## Bending, not stretching

Changing the shape of a silicon crystal at fixed volume costs energy mainly because it bends the angles between bonds; the bonds themselves hardly change length. Lengthening the crystal along a cube axis costs more than flattening it by a matching strain, in part because the two distortions bend the angles by different amounts; how large that part is depends on how the bending is measured. The small change in bond length has its own effect: it makes the cost of a shape depend on volume.

Silicon in the diamond structure (two-atom cell), computed with Ansatz 0.2.0: PBE, scalar-relativistic PAW, plane waves to 420 eV, a 10×10×10 k mesh, Gaussian smearing of 0.05 eV and no spin polarisation. The shape ratio is c/a of the conventional cell, and free energies are counted from the relaxed cubic crystal. Symmetry fixes the atoms' fractional coordinates.

| shape ratio | free energy change at volume per atom 18.983 angstrom^3 (meV an atom) | free energy change at volume per atom 19.965 angstrom^3 (meV an atom) | free energy change at volume per atom 20.4557 angstrom^3 (meV an atom) | free energy change at volume per atom 20.947 angstrom^3 (meV an atom) | free energy change at volume per atom 22.42 angstrom^3 (meV an atom) |
| --- | --- | --- | --- | --- | --- |
| 0.834 | 122.4 | 102.4 | 103.3 | 110.2 | 159.9 |
| 0.865 | 95.3 | 71.7 | 70.9 | 76.3 | 122.3 |
| 0.897 | 71.5 | 44.6 | 42.4 | 46.5 | 90.1 |
| 0.930 | 51.6 | 22.7 | 19.8 | 23.4 | 65.5 |
| 0.964 | 38.5 | 8.5 | 5.2 | 8.4 | 49.6 |
| 1.000 | 33.7 | 3.5 | 0.0 | 3.1 | 44.1 |
| 1.037 | 39.0 | 9.0 | 5.6 | 8.8 | 50.1 |
| 1.075 | 55.5 | 26.4 | 23.4 | 26.8 | 68.7 |
| 1.115 | 84.5 | 57.0 | 54.5 | 58.4 | 101.2 |
| 1.157 | 126.5 | 101.2 | 99.6 | 104.2 | 148.3 |
| 1.200 | 181.8 | 159.9 | 159.5 | 165.0 | 210.4 |

The shape ratio r is the crystal's length along one cube axis divided by its length across, with r = 1 for the cubic crystal. Energies are PBE values per atom, counted from the cubic crystal at its rest volume of 20.456 Å³ per atom. Three rows carry the argument: the flattest (0.834), the cubic (1.000) and the longest (1.200). Symmetry fixes the atoms' positions within each of these cells, so the cost doesn't come from atoms held away from better places.

## Why the cost starts as a square

In a cubic crystal the three cube axes are equivalent. A small stretch along any one of them, with the matching shrinkage across, must therefore change the energy by the same amount. Applied one after another along all three axes, these small strains cancel, so the part of the energy proportional to the strain must be zero. What remains first is the square, and the two rows next to the cubic one give its size as an elastic constant difference C₁₁ − C₁₂ of about 95 GPa.

Symmetry doesn't forbid the next term, the third power, because a long cell is not the mirror image of a flat one. The end rows show that it matters. Their strains, measured as ln r, are almost equal and opposite, yet at the rest volume the long crystal costs 159.5 meV and the flat one 103.3 meV.

## What changes inside the crystal

Each bond is the diagonal of a small box whose edges follow the crystal's shape. At r = 1.200 the bonds are only 0.8% longer than in the cubic crystal of the same volume. The cubic row shows what such a lengthening costs by itself: going from the rest volume to 20.947 Å³ stretches every bond by nearly the same fraction and costs 3.1 meV. That is about one fiftieth of the cost of the long shape.

The angles change far more. Of the six angles at each atom, two lie between bonds that point towards the same end of the axis, and four between bonds that point towards opposite ends. Lengthening closes the two from 109.5° to about 99° and opens the four to about 115°. Flattening does the reverse, opening the two to about 119°.

## A model with one stiffness

Suppose that each angle θ costs energy in proportion to (cos θ + 1/3)², which is zero at the ideal tetrahedral angle. The geometry then follows from r:

1. The share of a bond's squared length that lies along the axis is q = r²/(2 + r²), which is 1/3 in the cubic crystal.
2. The four angles have cos θ = −q, and the two have cos θ = 2q − 1.
3. With δ = q − 1/3, the four deviate by −δ and the two by 2δ. The squares add up to 4δ² + 2(2δ)² = 12δ².

The energy is therefore K × 12δ², with a single stiffness K. A fit to all eleven rows at the rest volume gives K = 1717 meV per atom.

For r = 1.200, q = 1.44/3.44 = 0.4186 and δ = 0.0853, so 12δ² = 0.0873. The estimate is 1717 × 0.0873 ≈ 150 meV, about 6% below the computed value. This row was part of the fit, so the agreement tests the form of the model and is no independent prediction. At the flat end the model gives 117 meV, which is 13% too high.

The model is lopsided in the right direction, and the reason is geometric. Bonds in the cubic crystal lean about 55° from the axis. Lengthening turns them towards 45°, where q responds most strongly to a further change of shape; flattening turns them away from it. In this form it accounts for somewhat more than half of the difference between the two ends, whereas a plain square of ln r gives almost none. That share belongs to the chosen form, though. The computed costs of the two ends stand in the ratio 1.544. The model gives 1.283 and squares of the angle changes themselves give about 1.2, while a plain square of r − 1, with no angles in it, comes closer than either. The fit therefore doesn't single out the angles as the source of the lopsidedness.

The rest can be described by an energy that rises faster when an angle closes than when it opens. Adding the third power of (cos θ + 1/3) brings the typical miss over the eleven rows from about 6 meV to below 1 meV. A possible cause is that the electron pairs of two bonds repel each other more strongly as they are pushed together. The fit can't confirm this. All six angles follow from the single number δ, so the added term is just 12δ³, and a square plus a third power of ln r is expected to fit about as well. The extra constant also absorbs other effects of large strain, such as the closing of the band gap, which happens on part of the map. The table doesn't show where; it is expected first on the flat side, the direction that leads towards the metallic β-tin form of silicon. PBE makes the gap of silicon too small, so it closes the gap at a smaller strain than in the real crystal. The analysis printed below compares the fits.

## Why volume matters, and the odd row

At fixed volume the product of the box's three edges is fixed, and its diagonal is shortest when the edges are equal. Lengthening and flattening therefore both stretch the bonds. In a compressed crystal this brings short bonds closer to their preferred length, while in an expanded one it makes long bonds longer still. The cost of a shape, counted from the cubic crystal at the same volume, should thus grow with volume. For the flattest crystal it rises from 88.7 meV at the smallest volume in the table to 115.8 meV at the largest, and every other distorted row also ends higher than it starts.

For the same reason a distorted crystal prefers a smaller volume, which brings its bonds back towards their resting length. This makes the one irregular row possible. At r = 0.834 the energy is lower at 19.965 Å³ than at the rest volume, 102.4 against 103.3 meV. The order of these two columns reverses once the best volume has moved down by about a quarter of an Å³, half the distance between them. By a parabola through three volumes, the flattest crystal has moved by about 0.33 Å³, the longest by only about 0.23 Å³.

## What remains open

Bond length alone would predict larger shifts, 0.43 Å³ for the flattest crystal and 0.46 Å³ for the longest. Something holds the volume up, and it acts more strongly in the long crystal. The table gives a hint when shapes are compared at nearly equal bond length instead of equal volume. The longest crystal at 19.965 Å³ has almost the same bond length as the cubic one at 20.4557 Å³, and lies 159.9 meV above it. One step further, with longer bonds, the longest crystal at 20.4557 Å³ lies 156.4 meV above the cubic one at 20.947 Å³. The same shape thus costs less as the bonds lengthen, as expected if bending becomes softer, and this favours a larger volume. The flattest crystal shows a smaller fall.

Why this softening has so much less effect in the flattest crystal than in the longest isn't settled by the table. The long shape costs about 1.5 times as much as the flat one, but its gap between the shift found and the shift expected from bond length alone is more than twice as large. At moderate strain the two factors nearly agree, about 1.3 and 1.4 for the ratios 1.115 and 0.897, so the mismatch appears only at the largest strains. A possible cause is the closing of the band gap on the flat side, since metallic forms of silicon are denser.

Printed output of the fit:

```
fit of E_5 on 11 rows: coefficient of sq 4002 +/- 241; rms 13.4, worst 0.834 28.6, leave-one-out rms 18.8
fit of E_5 on 11 rows: coefficient of bend 1717 +/- 43; rms 5.69, worst 0.834 13.5, leave-one-out rms 7.84
fit of E_5 on 11 rows: coefficient of bend 1678 +/- 7, coefficient of skew 1878 +/- 94; rms 0.846, worst 1.115 -1.35, leave-one-out rms 1.69
Geometry, models at rest volume (meV an atom), shift of best volume (A^3 an atom):
    row  two angles deg  four angles deg  bond longer %  strain squared     angles  angles with third power      shift  shift if only bonds
  0.834           118.9              105         0.7028           131.9      116.8                    104.5    -0.3342              -0.4256
  0.865           117.1            105.8         0.4524           84.17      76.86                    69.98    -0.1971              -0.2753
  0.897           115.2            106.7         0.2562           47.29      44.45                    41.18   -0.08897              -0.1566
   0.93           113.3            107.6         0.1151           21.08      20.36                     19.2   -0.04134             -0.07055
  0.964           111.4            108.5        0.02963            5.38      5.335                     5.12   -0.01111             -0.01818
    1.0           109.5            109.5              0               0  1.058e-29                1.034e-29          0                    0
  1.037           107.5            110.5        0.02957           5.283        5.5                    5.473  -0.007444             -0.01815
  1.075           105.5            111.5         0.1181           20.93      22.27                    22.57   -0.03024             -0.07235
  1.115           103.5            112.5         0.2697           47.42       51.5                    53.15   -0.06862              -0.1647
  1.157           101.4            113.6         0.4879           85.11      94.21                    99.05    -0.1338              -0.2967
    1.2           99.37            114.7         0.7685             133      149.8                    160.4    -0.2272              -0.4648
C11 - C12 from the two rows next to rest, GPa: 95.25
Cost at 1.200 over cost at 0.834, rest volume, computed: 1.544
The same ratio from the square of the strain: 1.009
The same ratio from the angle model without third power: 1.283
Bond lengthening of the cubic crystal from 20.4557 to 20.947 A^3, %: 0.7943
Shape cost at 0.834, volume 18.983 A^3, meV an atom: 88.7
Shape cost at 0.834, volume 22.42 A^3, meV an atom: 115.8
Shape cost at 1.200, volume 18.983 A^3, meV an atom: 148.1
Shape cost at 1.200, volume 22.42 A^3, meV an atom: 166.3
```
